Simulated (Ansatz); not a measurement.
AgCl (zincblende), relaxed with r2SCAN in the plane-wave code Ansatz: the symmetry is F-43m (No. 216, cubic); conventional cell a = 5.987 Å, 26.82 Å³ an atom. Ag is surrounded by 4 Cl at 2.59 Å; Cl is surrounded by 4 Ag at 2.59 Å. The cell was then strained (x, y and z are the cube axes), with the atoms relaxed again; stress is positive in compression. (Calculated; spin-unpolarised; the phase may be known or hypothetical.)

- Uniaxial +0.77 % along z, other directions held: r2SCAN's stress changes by -0.27 GPa along the strain and -0.26 GPa across it.
- Epitaxial strain of -1.51 % in the (001) plane: the free normal strain is +2.93 % and the in-plane stress changes by +0.03 GPa.
- Uniaxial strain of +1.03 % along [111], atoms relaxed: the xy stress changes by -0.011 GPa.
- That strain splits the valence top at Γ by 0.023 eV (r2SCAN).

(1) Estimate C₁₁, C₁₂ and the bulk modulus from the uniaxial step.

(2) What do the film's normal strain and stress say about the elastic constants?

(3) How much elastic energy does the film store, with 26.82 Å³ an atom?

(4) Estimate C₄₄.

(5) Extract the deformation potential d.

Results:

(1) With compression positive, C₁₁ ≈ −Δσ∥/ε = (+0.27)/(+0.0077) = 35 GPa and C₁₂ ≈ (+0.26)/(+0.0077) = 34 GPa; B = (C₁₁ + 2C₁₂)/3 = 34 GPa. A one-sided step carries third-order terms: it reads low by some per cent.

(2) ε⊥/ε∥ = (+0.0293)/(-0.0151) = -1.94, which linear elasticity sets to −2C₁₂/C₁₁ = -1.93 from the uniaxial step. The biaxial modulus is M = −Δσ/ε∥ = 2 GPa (C₁₁ + C₁₂ − 2C₁₂²/C₁₁ = 4 GPa).

(3) u = M ε∥² = −Δσ ε∥ = -0.03 × (-0.0151) = 0.0005 GPa, and 1 GPa Å³ is 6.2415 meV: 0.08 meV an atom. The total energies of the two runs differ by 0.07 meV an atom.

(4) A strain ε along [111] has ε_xy = ε/3 = +0.00343, an engineering shear of 2ε/3, so C₄₄ ≈ −Δσ_xy/(2ε/3) = 2 GPa, atoms relaxed.

(5) Without spin-orbit coupling the splitting is 3√3 |d| ε_xy = √3 |d| |ε|, so |d| = 0.023/(1.732 × 0.0103) = 1.29 eV.
